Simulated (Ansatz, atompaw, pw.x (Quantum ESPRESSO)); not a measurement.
From atom to crystal: PAW (atompaw) potential for iodine

```
Element                 : I (Z = 53)
Generator               : atompaw 4.2.0.5
Type                    : PAW
Functional              : PBE
Relativity              : scalar-relativistic
Frozen core             : [Ar] 3d10
Valence charge          : 25
Reference configuration : 4s2 4p6 4d10 5s2 5p5
Partial waves           : 4s (bound): rc 1.00 bohr; 5s (bound): rc 1.25 bohr; 4p (bound): rc 1.15 bohr; 5p (bound): rc 1.70 bohr; 4d (bound): rc 1.70 bohr; 4d channel at 1.05 Ry: rc 1.70 bohr
Local potential         : bessel scheme, radius 1.40 bohr
Core correction         : smooth core density matched at 1.50 bohr
Augmentation charge     : besselshape compensation charge, radius 1.65 bohr; PAW radius 1.70 bohr; waves and projectors: custom polynom vanderbiltortho
```

Atomic tests: cutoffs needed: 90 Ry and 140 Ry (the cutoffs (Ry, on a coarse ladder) from which the occupation-weighted sum of valence levels, in a spherical-Bessel basis at the reference potential, stays within 10 and 1 mRy of its value at 400 Ry); ghost test: no extra level below or beside the all-electron valence levels (s, p, d, f tested) (spherical-Bessel basis up to 400 Ry, 20 bohr box); lowest eigenvalue of the overlap operator: 0.52 (s channel).

Crystal test: bcc I in pw.x 7.5, no spin, 11³ k-points, Fermi–Dirac smearing 0.01 Ry, cutoffs 170/900 Ry. The lattice is a test structure that the element need not adopt, and mesh and smearing are coarse.

pw.x input:

```
&control
  calculation='scf', prefix='x', pseudo_dir='./', outdir='./tmp', tstress=.true., disk_io='low'
/
&system
  ibrav=0, nat=1, ntyp=1, ecutwfc=170, ecutrho=900, nbnd=21,
  occupations='smearing', smearing='fd', degauss=0.01
/
&electrons
  conv_thr=1e-09, mixing_beta=0.4, electron_maxstep=70
/
ATOMIC_SPECIES
I 1.0 I.UPF
CELL_PARAMETERS angstrom
  -2.09361249 2.09361249 2.09361249
  2.09361249 -2.09361249 2.09361249
  2.09361249 2.09361249 -2.09361249
ATOMIC_POSITIONS crystal
I 0.0000 0.0000 0.0000
K_POINTS automatic
11 11 11 0 0 0
```

```bash
pw.x < I.scf.in > I.scf.out
```

Task: How does the run end?

Result: It converges; the pressure is -0.06 GPa against -0.14 GPa from all-electron LAPW.  The log shows:

```
Message from routine setup:
     using ibrav=0 with symmetry is DISCOURAGED, use correct ibrav instead
     lattice parameter (alat)  =       6.8526  a.u.
     unit-cell volume          =     247.7111 (a.u.)^3
     number of electrons       =        25.00
     number of Kohn-Sham states=           21
     kinetic-energy cutoff     =     170.0000  Ry
     charge density cutoff     =     900.0000  Ry
     scf convergence threshold =      1.0E-09
     Exchange-correlation= SLA PW PBX PBC
     number of k points=    56  Fermi-Dirac smearing, width (Ry)=  0.0100
     iteration #  1     ecut=   170.00 Ry     beta= 0.40
     total energy              =    -903.04982816 Ry
     estimated scf accuracy    <       0.00061360 Ry
     iteration #  2     ecut=   170.00 Ry     beta= 0.40
     total energy              =    -903.04984360 Ry
     estimated scf accuracy    <       0.00015355 Ry
     iteration #  3     ecut=   170.00 Ry     beta= 0.40
     total energy              =    -903.04986297 Ry
     estimated scf accuracy    <       0.00001179 Ry
     iteration #  4     ecut=   170.00 Ry     beta= 0.40
     total energy              =    -903.04986494 Ry
     estimated scf accuracy    <       0.00000061 Ry
     iteration #  5     ecut=   170.00 Ry     beta= 0.40
     total energy              =    -903.04986506 Ry
     estimated scf accuracy    <       0.00000005 Ry
     iteration #  6     ecut=   170.00 Ry     beta= 0.40
     the Fermi energy is     7.9980 ev
!    total energy              =    -903.04986508 Ry
     estimated scf accuracy    <          4.1E-10 Ry
     smearing contrib. (-TS)   =      -0.00782042 Ry
     convergence has been achieved in   6 iterations
          total   stress  (Ry/bohr**3)                   (kbar)     P=       -0.59
```
